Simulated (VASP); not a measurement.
Here is a VASP 6.6.1 calculation.

File POSCAR:

```
CdS                                     
1.0
    0.0000000000      2.9618471525      2.9618471525
    2.9618471525      0.0000000000      2.9618471525
    2.9618471525      2.9618471525      0.0000000000
  Cd              S             
     1     1
Direct
     0.0000000000000000    0.0000000000000000    0.0000000000000000
     0.2500000000000000    0.2500000000000000    0.2500000000000000
```

The input INCAR.step1:

```
ALGO = Normal ; EDIFF = 1E-7
ENCUT = 350 ; GGA = PE
ISIF = 2 ; ISMEAR = 0
LASPH = True ; LCHARG = True
LREAL = False ; LWAVE = False
NELM = 80 ; PREC = Accurate
SIGMA = 0.02
```

The input KPOINTS.step1:

```
k-points
0
Gamma
  10 10 10
```

Contents of INCAR.step2:

```
ALGO = Normal ; EDIFF = 1E-7
ENCUT = 350 ; GGA = PE
ICHARG = 11 ; ISIF = 2
ISMEAR = 0 ; LASPH = True
LCHARG = False ; LREAL = False
LWAVE = False ; NELM = 80
PREC = Accurate ; SIGMA = 0.05
```

KPOINTS.step2

```
path GXWKGLUWLK,UX
15
line-mode
reciprocal
 0.0000000000  0.0000000000  0.0000000000  G
 0.5000000000  0.0000000000  0.5000000000  X

 0.5000000000  0.0000000000  0.5000000000  X
 0.5000000000  0.2500000000  0.7500000000  W

 0.5000000000  0.2500000000  0.7500000000  W
 0.3750000000  0.3750000000  0.7500000000  K

 0.3750000000  0.3750000000  0.7500000000  K
 0.0000000000  0.0000000000  0.0000000000  G

 0.0000000000  0.0000000000  0.0000000000  G
 0.5000000000  0.5000000000  0.5000000000  L

 0.5000000000  0.5000000000  0.5000000000  L
 0.6250000000  0.2500000000  0.6250000000  U

 0.6250000000  0.2500000000  0.6250000000  U
 0.5000000000  0.2500000000  0.7500000000  W

 0.5000000000  0.2500000000  0.7500000000  W
 0.5000000000  0.5000000000  0.5000000000  L

 0.5000000000  0.5000000000  0.5000000000  L
 0.3750000000  0.3750000000  0.7500000000  K

 0.6250000000  0.2500000000  0.6250000000  U
 0.5000000000  0.0000000000  0.5000000000  X
```

Potentials or basis: VASP PAW PBE potentials, release 64 (Cd, S).

Run with:

```console
$ cat potpaw_PBE.64/Cd/POTCAR potpaw_PBE.64/S/POTCAR > POTCAR
$ cp INCAR.step1 INCAR
$ cp KPOINTS.step1 KPOINTS
$ mpirun -np 1 vasp_std > vasp.out
$ cp INCAR.step2 INCAR
$ cp KPOINTS.step2 KPOINTS
$ mpirun -np 1 vasp_std > vasp.out
```

**Question.** Predict the band gap along the path.

**Answer.** 1.04 eV, direct.

**Question.** Predict the band gap on the k mesh.

**Answer.** 1.04 eV, direct.

Levels at the corners of the path, in eV from the valence-band top:
```tsv
point	band 5	band 6	band 7	band 8	band 9	band 10	band 11	band 12	band 13
Γ	-7.14	-7.14	0.00	0.00	0.00	1.04	6.55	6.55	6.55
X	-7.06	-6.74	-3.75	-1.73	-1.73	3.63	4.28	9.04	10.50
X	-7.06	-6.74	-3.75	-1.73	-1.73	3.63	4.28	9.04	10.50
W	-7.13	-6.59	-3.69	-2.07	-2.03	5.23	5.44	7.15	8.07
W	-7.13	-6.59	-3.69	-2.07	-2.03	5.23	5.44	7.15	8.07
K	-7.10	-6.63	-3.72	-2.34	-1.40	4.23	5.35	8.40	8.96
K	-7.10	-6.63	-3.72	-2.34	-1.40	4.23	5.35	8.40	8.96
Γ	-7.14	-7.14	0.00	0.00	0.00	1.04	6.55	6.55	6.55
Γ	-7.14	-7.14	0.00	0.00	0.00	1.04	6.55	6.55	6.55
L	-7.11	-6.80	-4.13	-0.69	-0.69	2.94	7.01	7.01	7.33
L	-7.11	-6.80	-4.13	-0.69	-0.69	2.94	7.01	7.01	7.33
U	-7.10	-6.63	-3.72	-2.34	-1.40	4.23	5.35	8.40	8.96
U	-7.10	-6.63	-3.72	-2.34	-1.40	4.23	5.35	8.40	8.96
W	-7.13	-6.59	-3.69	-2.07	-2.03	5.23	5.44	7.15	8.07
W	-7.13	-6.59	-3.69	-2.07	-2.03	5.23	5.44	7.15	8.07
L	-7.11	-6.80	-4.13	-0.69	-0.69	2.94	7.01	7.01	7.33
L	-7.11	-6.80	-4.13	-0.69	-0.69	2.94	7.01	7.01	7.33
K	-7.10	-6.63	-3.72	-2.34	-1.40	4.23	5.35	8.40	8.96
U	-7.10	-6.63	-3.72	-2.34	-1.40	4.23	5.35	8.40	8.96
X	-7.06	-6.74	-3.75	-1.73	-1.73	3.63	4.28	9.04	10.50
```

Caveat: the log is that of the step along the path at fixed density, whose energy, stress, charges and moments have no meaning. As with any semilocal functional, this PBE gap is likely too small.
